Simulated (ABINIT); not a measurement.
The system is PbF2 (Fluorocronite).

```
Pb F
1.0
     0.00000    2.96366    2.96366
     2.96366    0.00000    2.96366
     2.96366    2.96366    0.00000
Pb F
1 2
Direct
  0.00000 0.00000 0.00000
  0.75000 0.75000 0.75000
  0.25000 0.25000 0.25000
```

Base run:

| Property | Result |
| --- | --- |
| Program | ABINIT 10.8.3 (patched build) |
| Functional | PBE |
| Potentials or basis | JTH PAW PBE v2.0 sp |
| Cutoff | 626 eV |
| k mesh | 8 × 8 × 8 |
| Occupations | fermi-dirac, width 0.05 eV |
| Spin | no spin polarisation |

Its results: band gap on the k mesh 4.39 eV, indirect (least direct gap 4.55 eV); pressure 1.4 GPa.

Task: The run is repeated on the same cell with these changes: functional from PBE to LDA-PZ; potentials or basis from JTH PAW PBE v2.0 sp to JTH PAW LDA v2.0; valence electrons from 18 to 28. What comes out?

Result: Band gap on the k mesh 4.25 eV, indirect (least direct gap 4.40 eV); pressure -4.7 GPa.

Caveats: spin-orbit coupling is left out, which as a rule narrows the gap of such compounds by several tenths of an eV; this set keeps more shells in the core, which shifts pressures and gaps (some runs).
